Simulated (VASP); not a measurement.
Set up this calculation in VASP 6.6.1, as the native input.

- Task: single point
- Functional: PBEsol
- Potentials or basis: VASP PAW PBE potentials, release 64 (Li_sv)
- Cutoff: 520 eV
- k mesh: 6 × 6 × 6
- Occupations: gaussian, width 0.1 eV
- Spin: no spin polarisation
- Dipole correction: no
- Further INCAR settings: ALGO = Normal; EDIFF = 1e-06; NBANDS = 8

The structure of Li lies in POSCAR:

```
Li
1.0
   -2.0297471396      2.0297471396      2.0297471396
    2.0297471396     -2.0297471396      2.0297471396
    2.0297471396      2.0297471396     -2.0297471396
Li
1
Direct
    0.0000000000      0.0000000000      0.0000000000
```

The cell isn't the ideal one: Rb replaced by Li, lengths x 0.749, strained and moved within the space group.

These files were run (other wordings do the same):

INCAR

```
SYSTEM = Li
PREC     = Accurate       ! precision mode
ENCUT    = 520            ! plane-wave cutoff, eV
EDIFF    = 1E-6           ! SCF threshold, eV
ISMEAR   = 0              ! smearing method
SIGMA    = 0.1            ! smearing width, eV
LREAL    = .FALSE.        ! projectors in reciprocal space
LASPH    = .TRUE.         ! aspherical terms in the spheres
NELM     = 60             ! most SCF steps
ALGO     = Normal         ! electronic algorithm
ISIF     = 2              ! what is computed and relaxed
LWAVE    = .FALSE.        ! write WAVECAR
LCHARG   = .FALSE.        ! write CHGCAR
GGA      = PS             ! functional
NBANDS   = 8              ! bands
```

KPOINTS

```
regular mesh
0
G
  6 6 6
  0 0 0
```

Potentials or basis: VASP PAW PBE potentials, release 64 (Li_sv).

Command:

```bash
$ cat potpaw_PBE.64/Li_sv/POTCAR > POTCAR
$ mpirun -np 1 vasp_std > vasp.out
```

Results of the run:

```yaml
Band_gap_on_the_k_mesh: none (metal or under the smearing width)
```

Caveat: the k mesh is coarse (spacing up to 0.36 Å⁻¹), so the values aren't converged.

It took 4.6 s on 1 thread of Intel(R) Xeon(R) Platinum 8488C (Sapphire Rapids), on a shared host, peak memory 0.13 GiB.
